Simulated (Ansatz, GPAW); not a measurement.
# Fe: 3 runs at one level of theory

```
Fe
1.0
    -1.44300    1.44300    1.44300
     1.44300   -1.44300    1.44300
     1.44300    1.44300   -1.44300
Fe
1
Cartesian
  0.0000 0.0000 0.0000
```

Alike in all runs: task single point; functional PBE; k mesh 13 × 13 × 13; occupations gaussian, width 0.025 eV; collinear spin, ferromagnetic start; no spin-orbit coupling. Pressure is positive in compression and, in plane waves, holds the error of the finite cutoff, which Ansatz's Pulay term estimates and takes out.

```json
{"program and potentials": "Ansatz, Ansatz PAW", "plane-wave cutoff (eV)": "420", "notes": "16 valence electrons an atom on average; Pulay term of +0.09 GPa included", "pressure (GPa)": "-9.55", "net moment per atom (μB)": "2.25"}
{"program and potentials": "Ansatz, all-electron LAPW, scalar-relativistic", "plane-wave cutoff (eV)": "-", "notes": "-", "pressure (GPa)": "-9.76", "net moment per atom (μB)": "2.24"}
{"program and potentials": "GPAW, GPAW PAW data sets (gpaw-data 1.2.1)", "plane-wave cutoff (eV)": "600", "notes": "8 valence electrons an atom on average", "pressure (GPa)": "-7.93", "net moment per atom (μB)": "2.25"}
```

The pressure spans -9.76 (Ansatz, all-electron LAPW, scalar-relativistic) to -7.93 GPa (GPAW, GPAW PAW data sets (gpaw-data 1.2.1)), with all-electron results at -9.76. The net moment per atom spans 2.24 (Ansatz, all-electron LAPW, scalar-relativistic) to 2.25 μB (GPAW, GPAW PAW data sets (gpaw-data 1.2.1)), with all-electron results at 2.24. The state is the one that the start led to, which needn't be the lowest.

The functional is the same throughout but for its coding, so the spread measures potentials, basis and numerics; runs on potential files found faulty are left out.
